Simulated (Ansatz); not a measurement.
CaO: the change of direct gap with volume per atom

Plane-wave density functional theory, PAW datasets, Gaussian smearing 0.05 eV: Kohn-Sham gaps of one periodic cell over its k-point mesh and, where one was run, its band path; band edges are those on the mesh. The results are calculated, by Ansatz 0.2.0.

Cell of the first row (space group Fm-3m, No. 225):
```
CELL_PARAMETERS angstrom
0.00000 2.38280 2.38280
2.38280 0.00000 2.38280
2.38280 2.38280 0.00000
ATOMIC_POSITIONS crystal
Ca 0.50000 0.50000 0.50000
O 0.00000 0.00000 0.00000
```

Settings of every row: paw set soft_2; functional PBE; spin treatment spin-orbit; moment partition gaussian weights; spin axis none; wave cutoff 420 eV; k mesh 8x8x8; SCF start atoms; lower state search light; symmetry use detected.

Atom first moment, atom hubbard u: 0 on all atoms.

Limits: semilocal functionals tend to give too small a gap.

```csv
row,volume per atom (Å³),direct gap (eV),band gap (eV)
1,13.529,3.997,3.633
2,13.81,4.008,3.64
3,14.092,?,?
4,14.374,4.023,3.646
5,14.656,4.027,3.647
6,15.079,4.027,3.646
```

Question: what direct gap should row 3 give?

Worked fit of direct gap. Take t = volume per atom − 14, in Å³. The shown rows have t = -0.471, -0.19, 0.374, 0.656, 1.079. Least squares give direct gap = 4.0144 + 0.0295 × t − 0.01641 × t² eV; a straight line predicts inner rows, each left out in turn, worse (root mean square 0.0046 against 0.00039 eV). All shown rows lie on it to the printed digit. The withheld row has t = 0.092, so the fit gives 4.0144 + 0.0295 × (0.092) − 0.01641 × (0.092)² = 4.017 eV.

The calculation gave 4.017 eV. The fit meets it to the printed digit.

The other values of row 3: band gap 3.644 eV.
